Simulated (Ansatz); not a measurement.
# BP: equation of state with r2SCAN+D4

**The experiment to reproduce.**

“Equation of state of single-crystal cubic boron phosphide”, 2014, arxiv:1407.1677 reports, for a bulk crystal of BP at 300 K: bulk modulus 179 ± 1 GPa.

BP:

```
P B
1.0
     0.00000    2.26900    2.26900
     2.26900    0.00000    2.26900
     2.26900    2.26900    0.00000
P B
1 1
Direct
  0.75000 0.75000 0.75000
  0.00000 0.00000 0.00000
```

```yaml
Program: Ansatz 0.2.0
Task: equation of state
Functional: r2SCAN
Dispersion: D4
Potentials_or_basis: Ansatz PAW
Cutoff: 500 eV
Density_cutoff: 2000 eV
k_mesh: 10 × 10 × 10
Occupations: fermi-dirac, width 0.05 eV
Spin: no spin polarisation
```

| Property | Result |
| --- | --- |
| Equilibrium volume | 11.55 Å³/atom |
| Bulk modulus | 172 GPa |
| Pressure derivative of the bulk modulus | 3.8 |

Energy against volume, from the lowest point:
```csv
volume (Å³/atom),energy (meV/atom)
10.981,15.76
11.214,4.96
11.448,0.00
11.682,0.35
11.915,5.51
12.149,15.04
12.383,28.54
```

All runs of the series together: 11 s on 2 threads of Arm Neoverse V1, on a shared host.

Against the measured bulk modulus of BP, 179 GPa (300 K; “Equation of state of single-crystal cubic boron phosphide”, 2014, arxiv:1407.1677), the calculated 172 GPa is off by -3.7 %. 3 values of this kind are on record (173 to 179 GPa); this one was drawn at random among those near their median, those with a stated uncertainty first. The fit is for a static lattice scaled at fixed shape and fixed fractional positions.

Caveat: the PAW data sets were made with another functional, which shifts forces and pressure a little.
